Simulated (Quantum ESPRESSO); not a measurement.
# HC5 in Quantum ESPRESSO: relaxation of the atoms with LDA

Aim: the relaxation of the atoms of HC5 with LDA.

Everything below comes from runs of Quantum ESPRESSO 7.5. Logs are shortened: lines on timing, memory, paths and dates and some standing lists are left out, and cuts for length are marked.

### 1 The structure

The cell holds a slab with vacuum, 24 atoms: a = 2.522 Å, b = 5.044 Å, c = 21.850 Å, α = 90.00°, β = 90.00°, γ = 90.00°.

### 2 Relaxation of the atoms, LDA

pw.in reads:

```
&CONTROL
  calculation = 'relax'
  prefix = 'pwscf'
  outdir = './tmp'
  pseudo_dir = './pseudo'
  tprnfor = .true.
  disk_io = 'low'
  nstep = 40
  forc_conv_thr = 0.0004
  etot_conv_thr = 1d-05
/
&SYSTEM
  ibrav = 0
  nat = 24
  ntyp = 2
  ecutwfc = 45
  ecutrho = 360
  nbnd = 55
  occupations = 'smearing'
  smearing = 'fd'
  degauss = 0.00367493
/
&ELECTRONS
  conv_thr = 4.8d-09
  electron_maxstep = 120
  mixing_beta = 0.5
/
&IONS
  ion_dynamics = 'bfgs'
/
ATOMIC_SPECIES
C     12.0110 c_lda_v1.2.uspp.F.UPF
H      1.0080 h_lda_v1.4.uspp.F.UPF
CELL_PARAMETERS angstrom
   2.5222498885    0.0000000000    0.0000000000
   0.0000000000    5.0444997770    0.0000000000
   0.0000000000    0.0000000000   21.8497500000
ATOMIC_POSITIONS crystal
C      0.0000000000    0.0894290741    0.6790809964
C      0.0000000000    0.4105709259    0.6790809964
C      0.5000000000    0.0000000000    0.6428448838
C      0.5000000000    0.5000000000    0.6428448838
C      0.5000000000    0.2500000000    0.6020320599
C      0.5000000000    0.7500000000    0.6020320599
C      0.0000000000    0.2500000000    0.5612192359
C      0.0000000000    0.7500000000    0.5612192359
C      0.0000000000    0.0000000000    0.5204064120
C      0.0000000000    0.5000000000    0.5204064120
C      0.5000000000    0.0000000000    0.4795935880
C      0.5000000000    0.5000000000    0.4795935880
C      0.5000000000    0.2500000000    0.4387807641
C      0.5000000000    0.7500000000    0.4387807641
C      0.0000000000    0.2500000000    0.3979679401
C      0.0000000000    0.7500000000    0.3979679401
C      0.0000000000    0.0000000000    0.3571551162
C      0.0000000000    0.5000000000    0.3571551162
C      0.5000000000    0.0894290741    0.3209190036
C      0.5000000000    0.4105709259    0.3209190036
H      0.0000000000    0.0043859541    0.7253973158
H      0.0000000000    0.4956140459    0.7253973158
H      0.5000000000    0.0043859541    0.2746026842
H      0.5000000000    0.4956140459    0.2746026842
K_POINTS automatic
8 4 1 0 0 0
```

Potentials or basis: GBRV 1.5 LDA.

Command:

```bash
$ OMP_NUM_THREADS=1 mpirun -n 8 pw.x -nk 2 -in pw.in > pw.out
```

pw.out:

```text
This program is part of the open-source Quantum ESPRESSO suite
     for quantum simulation of materials; please cite
[... 6 lines left out ...]
     using ibrav=0 with symmetry is DISCOURAGED, use correct ibrav instead

     K-points division:     npool     =       2
     Subspace diagonalization in iterative solution of the eigenvalue problem:
     a serial algorithm will be used

     --------------------
     sticks:   dense  smooth     PW     G-vecs:    dense   smooth      PW
     Min         325     162     50                54097    19130    3274
     Max         326     163     51                54118    19149    3287
     Sum        1301     649    201               216421    76545   13113

     Using Slab Decomposition

     bravais-lattice index     =            0
     lattice parameter (alat)  =       4.7664  a.u.
     unit-cell volume          =    1876.0711 (a.u.)^3
     number of atoms/cell      =           24
     number of atomic types    =            2
     number of electrons       =        84.00
     number of Kohn-Sham states=           55
     kinetic-energy cutoff     =      45.0000  Ry
     charge density cutoff     =     360.0000  Ry
     scf convergence threshold =      4.8E-09
     mixing beta               =       0.5000
     number of iterations used =            8  plain     mixing
     energy convergence thresh.=      1.0E-05
     force convergence thresh. =      4.0E-04
     Exchange-correlation=  SLA  PZ   NOGX NOGC
                           (   1   1   0   0   0   0   0)
     nstep                     =           40

     celldm(1)=   4.766362  celldm(2)=   0.000000  celldm(3)=   0.000000
     celldm(4)=   0.000000  celldm(5)=   0.000000  celldm(6)=   0.000000

     crystal axes: (cart. coord. in units of alat)
               a(1) = (   1.000000   0.000000   0.000000 )
               a(2) = (   0.000000   2.000000   0.000000 )
               a(3) = (   0.000000   0.000000   8.662801 )

     reciprocal axes: (cart. coord. in units 2 pi/alat)
               b(1) = (  1.000000  0.000000  0.000000 )
               b(2) = (  0.000000  0.500000  0.000000 )
               b(3) = (  0.000000  0.000000  0.115436 )

     PseudoPot. # 1 for C  read from file:
     c_lda_v1.2.uspp.F.UPF
     Pseudo is Ultrasoft + core correction, Zval =  4.0
     Generated by new atomic code, or converted to UPF format
     Using radial grid of  721 points,  4 beta functions with:
                l(1) =   0
                l(2) =   0
                l(3) =   1
                l(4) =   1
     Q(r) pseudized with  8 coefficients,  rinner =    1.100   1.100   1.100

     PseudoPot. # 2 for H  read from file:
     h_lda_v1.4.uspp.F.UPF
     Pseudo is Ultrasoft, Zval =  1.0
     Generated by new atomic code, or converted to UPF format
     Using radial grid of  615 points,  2 beta functions with:
                l(1) =   0
                l(2) =   0
     Q(r) pseudized with  8 coefficients,  rinner =    0.700

     atomic species   valence    mass     pseudopotential
     C                 4.00    12.01100     C ( 1.00)
     H                 1.00     1.00800     H ( 1.00)

      8 Sym. Ops., with inversion, found ( 6 have fractional translation)

   Cartesian axes

     site n.     atom                  positions (alat units)
         1        C      tau(   1) = (   0.0000000   0.1788581   5.8827438  )
         2        C      tau(   2) = (   0.0000000   0.8211419   5.8827438  )
         3        C      tau(   3) = (   0.5000000   0.0000000   5.5688376  )
         4        C      tau(   4) = (   0.5000000   1.0000000   5.5688376  )
         5        C      tau(   5) = (   0.5000000   0.5000000   5.2152842  )
         6        C      tau(   6) = (   0.5000000   1.5000000   5.2152842  )
[... 16 lines left out ...]
        23        H      tau(  23) = (   0.5000000   0.0087719   2.3788285  )
        24        H      tau(  24) = (   0.5000000   0.9912281   2.3788285  )

     number of k points=    15  Fermi-Dirac smearing, width (Ry)=  0.0037
                       cart. coord. in units 2pi/alat
        k(    1) = (   0.0000000   0.0000000   0.0000000), wk =   0.0625000
        k(    2) = (   0.0000000   0.1250000   0.0000000), wk =   0.1250000
        k(    3) = (   0.0000000  -0.2500000   0.0000000), wk =   0.0625000
        k(    4) = (   0.1250000   0.0000000   0.0000000), wk =   0.1250000
        k(    5) = (   0.1250000   0.1250000   0.0000000), wk =   0.2500000
[... 157 lines left out ...]
     0.4685   0.7339   0.7537   1.0066   1.1362   1.1482   1.1727   2.2315
     2.4576   2.8127   6.0207   6.0977   7.2402   7.5457   7.5496   8.0145
     8.0640   8.6411   8.7797   8.9221   8.9405   9.6069   9.7296
[... 123 lines left out ...]
   -13.1336 -13.1336 -12.5470 -12.5470 -11.1745 -11.1745 -10.6657 -10.6657
   -10.1852 -10.1852  -8.6957  -8.6957  -8.0205  -8.0205  -7.1711  -7.1711
    -6.9838  -6.9838  -6.5810  -6.5810  -4.8143  -4.8143  -3.9962  -3.9962
    -3.9669  -3.9669  -2.9882  -2.9882  -2.5561  -2.5561  -2.1260  -2.1260
    -1.7955  -1.7955  -1.2658  -1.2658  -0.6989  -0.6989  -0.5977  -0.5977
    -0.2765  -0.2765   8.6014   8.6014   9.3161   9.3161   9.6954   9.6954
    10.4264  10.4264  10.5097  10.5097  10.7078  10.7078  11.4947

          k =-0.5000-0.2500 0.0000 (  9636 PWs)   bands (ev):

   -12.6455 -12.6455 -12.1343 -12.1343 -11.9809 -11.9809 -11.0116 -11.0116
   -10.7544 -10.7544  -8.5725  -8.5725  -8.3866  -8.3866  -7.0669  -7.0669
    -6.4224  -6.4224  -5.8710  -5.8710  -3.9737  -3.9737  -3.4360  -3.4360
    -3.3232  -3.3232  -3.2876  -3.2876  -2.9713  -2.9713  -1.9971  -1.9971
    -1.8636  -1.8636  -1.4341  -1.4341  -1.3605  -1.3605  -1.3263  -1.3263
    -0.9737  -0.9737   8.6646   8.6646   9.2499   9.2499   9.7124   9.7124
     9.7463   9.7463  10.1219  10.1219  11.1041  11.1041  11.5093

     the Fermi energy is     4.4768 ev

!    total energy              =    -235.09968197 Ry
     estimated scf accuracy    <          3.1E-11 Ry
     smearing contrib. (-TS)   =      -0.00000000 Ry
     internal energy E=F+TS    =    -235.09968197 Ry

     The total energy is F=E-TS. E is the sum of the following terms:
     one-electron contribution =   -4341.40136356 Ry
     hartree contribution      =    2202.49281341 Ry
     xc contribution           =     -76.01914520 Ry
     ewald contribution        =    1979.82801338 Ry

     convergence has been achieved in   7 iterations

     negative rho (up, down):  2.775E-04 0.000E+00

     Forces acting on atoms (cartesian axes, Ry/au):

     atom    1 type  1   force =     0.00000000   -0.00010904   -0.00021763
     atom    2 type  1   force =     0.00000000    0.00010904   -0.00021763
     atom    3 type  1   force =     0.00000000   -0.00004511    0.00016504
     atom    4 type  1   force =     0.00000000    0.00004511    0.00016504
     atom    5 type  1   force =     0.00000000    0.00000000    0.00005692
     atom    6 type  1   force =     0.00000000    0.00000000    0.00001016
[... 16 lines left out ...]
     atom   23 type  2   force =     0.00000000   -0.00040030   -0.00002091
     atom   24 type  2   force =     0.00000000    0.00040030   -0.00002091

     Total force =     0.001071     Total SCF correction =     0.000007
     Energy error            =      5.8E-06 Ry
     Gradient error          =      4.0E-04 Ry/Bohr

     number of scf cycles    =  12
     number of bfgs steps    =  11

     energy             old  =    -235.0996762057 Ry
     energy             new  =    -235.0996819668 Ry

     CASE: energy            _new < energy            _old

     new trust radius        =       0.0007105635 bohr
     new conv_thr            =            4.8E-11 Ry

ATOMIC_POSITIONS (crystal)
C               -0.0000000000        0.0907299165        0.6780496338
C                0.0000000000        0.4092700835        0.6780496338
C                0.5000000000        0.0185575723        0.6415411055
C                0.5000000000        0.4814424277        0.6415411055
C                0.5000000000        0.2500000000        0.5961776131
C                0.5000000000        0.7500000000        0.6054046333
[... 12 lines left out ...]
C                0.5000000000        0.0907299165        0.3219503662
C                0.5000000000        0.4092700835        0.3219503662
H                0.0000000000        0.0047109352        0.7247681835
H                0.0000000000        0.4952890648        0.7247681835
H                0.5000000000        0.0047109352        0.2752318165
H                0.5000000000        0.4952890648        0.2752318165

     NEW-OLD atomic charge density approx. for the potential

     negative rho (up, down):  2.773E-04 0.000E+00

     Self-consistent Calculation

     iteration #  1     ecut=    45.00 Ry     beta= 0.50
     Davidson diagonalization with overlap
     ethr =  1.00E-06,  avg # of iterations =  2.0

     Threshold (ethr) on eigenvalues was too large:
     Diagonalizing with lowered threshold

     Davidson diagonalization with overlap
     ethr =  3.65E-10,  avg # of iterations =  3.8

     negative rho (up, down):  2.774E-04 0.000E+00
[... 40 lines left out ...]
     iteration #  6     ecut=    45.00 Ry     beta= 0.50
     Davidson diagonalization with overlap
     ethr =  3.27E-13,  avg # of iterations =  2.5

     negative rho (up, down):  2.774E-04 0.000E+00

     End of self-consistent calculation

          k = 0.0000 0.0000 0.0000 (  9543 PWs)   bands (ev):

   -17.8208 -17.0464 -15.7080 -13.8094 -13.2592 -13.2376 -12.4137 -12.1396
   -11.6020 -11.3633  -9.1445  -8.7893  -8.7160  -7.3788  -6.6671  -6.2524
    -4.9744  -4.6265  -3.6296  -2.8842  -2.6679  -2.5597  -2.2436  -2.1726
    -1.6537  -1.1200  -0.9304  -0.2161  -0.0679  -0.0140   0.3453   0.3620
     0.4684   0.7332   0.7540   1.0068   1.1344   1.1464   1.1725   2.2320
     2.4567   2.8120   6.0208   6.0977   7.2404   7.5457   7.5496   8.0144
     8.0640   8.6409   8.7798   8.9199   8.9402   9.6075   9.7296
[... 123 lines left out ...]
   -13.1333 -13.1333 -12.5467 -12.5467 -11.1744 -11.1744 -10.6653 -10.6653
   -10.1856 -10.1856  -8.6955  -8.6955  -8.0213  -8.0213  -7.1715  -7.1715
    -6.9843  -6.9843  -6.5811  -6.5811  -4.8138  -4.8138  -3.9957  -3.9957
    -3.9673  -3.9673  -2.9886  -2.9886  -2.5567  -2.5567  -2.1259  -2.1259
    -1.7955  -1.7955  -1.2652  -1.2652  -0.6985  -0.6985  -0.5974  -0.5974
    -0.2769  -0.2769   8.6011   8.6011   9.3160   9.3160   9.6944   9.6944
    10.4251  10.4251  10.5090  10.5090  10.7060  10.7060  11.4936

          k =-0.5000-0.2500 0.0000 (  9636 PWs)   bands (ev):

   -12.6447 -12.6447 -12.1335 -12.1335 -11.9817 -11.9817 -11.0122 -11.0122
   -10.7536 -10.7536  -8.5736  -8.5736  -8.3859  -8.3859  -7.0680  -7.0680
    -6.4221  -6.4221  -5.8720  -5.8720  -3.9726  -3.9726  -3.4357  -3.4357
    -3.3229  -3.3229  -3.2881  -3.2881  -2.9711  -2.9711  -1.9971  -1.9971
    -1.8630  -1.8630  -1.4346  -1.4346  -1.3604  -1.3604  -1.3270  -1.3270
    -0.9735  -0.9735   8.6649   8.6649   9.2484   9.2484   9.7120   9.7120
     9.7451   9.7451  10.1204  10.1204  11.1038  11.1038  11.5077

     the Fermi energy is     4.4763 ev

!    total energy              =    -235.09968343 Ry
     estimated scf accuracy    <          3.4E-11 Ry
     smearing contrib. (-TS)   =      -0.00000000 Ry
     internal energy E=F+TS    =    -235.09968343 Ry

     The total energy is F=E-TS. E is the sum of the following terms:
     one-electron contribution =   -4341.15488658 Ry
     hartree contribution      =    2202.36856639 Ry
     xc contribution           =     -76.01802364 Ry
     ewald contribution        =    1979.70466040 Ry

     convergence has been achieved in   6 iterations

     negative rho (up, down):  2.774E-04 0.000E+00

     Forces acting on atoms (cartesian axes, Ry/au):

     atom    1 type  1   force =     0.00000000   -0.00003860    0.00003574
     atom    2 type  1   force =     0.00000000    0.00003860    0.00003574
     atom    3 type  1   force =     0.00000000   -0.00000266    0.00000927
     atom    4 type  1   force =     0.00000000    0.00000266    0.00000927
     atom    5 type  1   force =     0.00000000    0.00000000   -0.00000895
     atom    6 type  1   force =     0.00000000    0.00000000    0.00010757
[... 16 lines left out ...]
     atom   23 type  2   force =     0.00000000   -0.00028771    0.00016111
     atom   24 type  2   force =     0.00000000    0.00028771    0.00016111

     Total force =     0.000735     Total SCF correction =     0.000012
     Energy error            =      1.5E-06 Ry
     Gradient error          =      2.9E-04 Ry/Bohr

     bfgs converged in  13 scf cycles and  12 bfgs steps
     (criteria: energy <  1.0E-05 Ry, force <  4.0E-04 Ry/Bohr)

     End of BFGS Geometry Optimization

     Final energy             =    -235.0996834297 Ry

Begin final coordinates

ATOMIC_POSITIONS (crystal)
C               -0.0000000000        0.0907299165        0.6780496338
C                0.0000000000        0.4092700835        0.6780496338
C                0.5000000000        0.0185575723        0.6415411055
C                0.5000000000        0.4814424277        0.6415411055
C                0.5000000000        0.2500000000        0.5961776131
C                0.5000000000        0.7500000000        0.6054046333
[... 12 lines left out ...]
C                0.5000000000        0.0907299165        0.3219503662
C                0.5000000000        0.4092700835        0.3219503662
H                0.0000000000        0.0047109352        0.7247681835
H                0.0000000000        0.4952890648        0.7247681835
H                0.5000000000        0.0047109352        0.2752318165
H                0.5000000000        0.4952890648        0.2752318165
End final coordinates

=------------------------------------------------------------------------------=
   JOB DONE.
=------------------------------------------------------------------------------=
```

Run time: 9 min. Hardware: 8 MPI ranks of Intel Xeon Platinum 8375C at 2.90GHz (Ice Lake), shared host; peak memory 1 GiB.

Results:

```
Free energy                  : -3198.6941 eV
Energy gained by relaxing    : 54.8 meV/atom
Ionic steps                  : 13
Largest force after relaxing : 0.008 eV/Å
Band gap on the k mesh       : 3.21 eV, direct
```

Forces on the atoms (eV/Å):
```
C    0.000 -0.001  0.001
C    0.000  0.001  0.001
C    0.000  0.000  0.000
C    0.000  0.000  0.000
C    0.000  0.000  0.000
C    0.000  0.000  0.003
C    0.000  0.000  0.001
C    0.000  0.000  0.001
C    0.000  0.002  0.003
C    0.000 -0.002  0.003
C    0.000  0.002 -0.003
C    0.000 -0.002 -0.003
C    0.000  0.000 -0.001
C    0.000  0.000 -0.001
C    0.000  0.000  0.000
C    0.000  0.000 -0.003
C    0.000  0.000  0.000
C    0.000  0.000  0.000
C    0.000 -0.001 -0.001
C    0.000  0.001 -0.001
H    0.000 -0.007 -0.004
H    0.000  0.007 -0.004
H    0.000 -0.007  0.004
H    0.000  0.007  0.004
```

Step by step:
| step | energy change (eV) | largest force (eV/Å) |
| --- | --- | --- |
| 1 | 0.0000 | 3.8370 |
| 2 | -1.0295 | 1.5656 |
| 3 | -1.2126 | 0.5820 |
| 4 | -1.2936 | 0.2712 |
| 5 | -1.3048 | 0.1680 |
| 6 | -1.3089 | 0.0784 |
| 7 | -1.3106 | 0.0678 |
| 8 | -1.3125 | 0.0754 |
| 9 | -1.3142 | 0.0754 |
| 10 | -1.3154 | 0.0517 |
| 11 | -1.3158 | 0.0206 |
| 12 | -1.3159 | 0.0103 |
| 13 | -1.3159 | 0.0085 |

Final structure:
```
C H
1.0
     2.52225    0.00000    0.00000
     0.00000    5.04450    0.00000
     0.00000    0.00000   21.84975
C H
20 4
Direct
  0.00000 0.09073 0.67805
  0.00000 0.40927 0.67805
  0.50000 0.01856 0.64154
  0.50000 0.48144 0.64154
  0.50000 0.25000 0.59618
  0.50000 0.75000 0.60540
  0.00000 0.25000 0.55755
  0.00000 0.75000 0.56350
  0.00000 0.99351 0.52016
  0.00000 0.50649 0.52016
  0.50000 0.99351 0.47984
  0.50000 0.50649 0.47984
  0.50000 0.25000 0.44245
  0.50000 0.75000 0.43650
  0.00000 0.25000 0.40382
  0.00000 0.75000 0.39460
  0.00000 0.01856 0.35846
  0.00000 0.48144 0.35846
  0.50000 0.09073 0.32195
  0.50000 0.40927 0.32195
  0.00000 0.00471 0.72477
  0.00000 0.49529 0.72477
  0.50000 0.00471 0.27523
  0.50000 0.49529 0.27523
```

Expect the measured gap to be larger: semilocal functionals such as LDA lack the derivative discontinuity.
